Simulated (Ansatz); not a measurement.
# Ionic part of the dielectric constant of PbF2 at 30 GPa, mode by mode

The calculation used Ansatz 0.2.0, DFT PBEsol, scalar-relativistic, plane waves, PAW. Settings: 420 eV plane-wave cutoff, Γ-centred 8×8×8 mesh, fixed occupations. No spin polarisation. Phonons by linear response, acoustic sum rule imposed.

Symmetry: Fm-3m, No. 225, cubic system. Conventional cell: a = 5.467 Å, b = 5.467 Å, c = 5.467 Å, α = 90.00°, β = 90.00°, γ = 90.00°. Around Pb (site symmetry m-3m) lie 8 F at 2.37 Å. F (site symmetry -43m) is surrounded by 4 Pb at 2.37 Å.

Spin–orbit coupling is left out, which matters for heavy elements. Other phases may be more stable at this pressure.

The primitive cell has V = 40.86 Å³ and ε∞,xx = 3.703. Each polar mode adds Δε = (4.92064×10⁷/V)·S/ν² along x, with S its oscillator strength in e²/amu, ν in cm⁻¹ and V in Å³.

Question: From these modes, find each Δε and ε0,xx.
| ν (cm⁻¹) | S_xx (e²/amu) |
| --- | --- |
| 234.8 | 0.372 |

Answer:
```csv
ν (cm⁻¹),Δε
234.8,8.13
```

The sum is 8.127, so ε0,xx = 11.83; the run's tensor has 11.83.

Question: Where do the longitudinal modes lie for a wave vector along x?

Answer: At 420 cm⁻¹. The Lyddane–Sachs–Teller product Π(ν_LO/ν_TO)² = 3.19 matches ε0/ε∞ = 3.19.

Cost: 1 run of about 1.2 core-minutes, on Arm Neoverse N1 (shared hosts).